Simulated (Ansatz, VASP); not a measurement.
**GaP in VASP and in Ansatz**

```
CELL_PARAMETERS angstrom
0.00000 2.61946 2.61946
2.61946 0.00000 2.61946
2.61946 2.61946 0.00000
ATOMIC_POSITIONS crystal
Ga 0.00000 0.00000 0.00000
P 0.75000 0.75000 0.75000
```

Alike in both runs: functional PBE; k mesh 8 × 8 × 8; no spin polarisation.

Ansatz relaxed the structure, and its values are those at the end. VASP's run is a single point on that final structure, the one shown.

|  | VASP | Ansatz |
| --- | --- | --- |
| version | VASP 6.6.1 | Ansatz 0.2.0 |
| potentials or method | VASP PAW PBE potentials, release 64 (Ga_d, P) | scalar-relativistic, plane waves, PAW |
| plane-wave cutoff (eV) | 520 | 420 |
| occupations | gaussian, width 0.01 eV | fixed |
| valence electrons in the cell | 18 | 18 |

|  | VASP | Ansatz | Ansatz less VASP |
| --- | --- | --- | --- |
| gap on the k mesh at the Fermi level (eV) | 1.38 | 1.38 | -0.001 |
| least direct gap on the mesh (eV) | 2.84 | 2.83 | -0.003 |
| pressure (GPa) | 15.8 | 16.0 | +0.19 |

Caveats: so large a pressure means that the cell lies far from this level's equilibrium, or that cutoff or potentials fall short (VASP). A k mesh can miss the band edges.
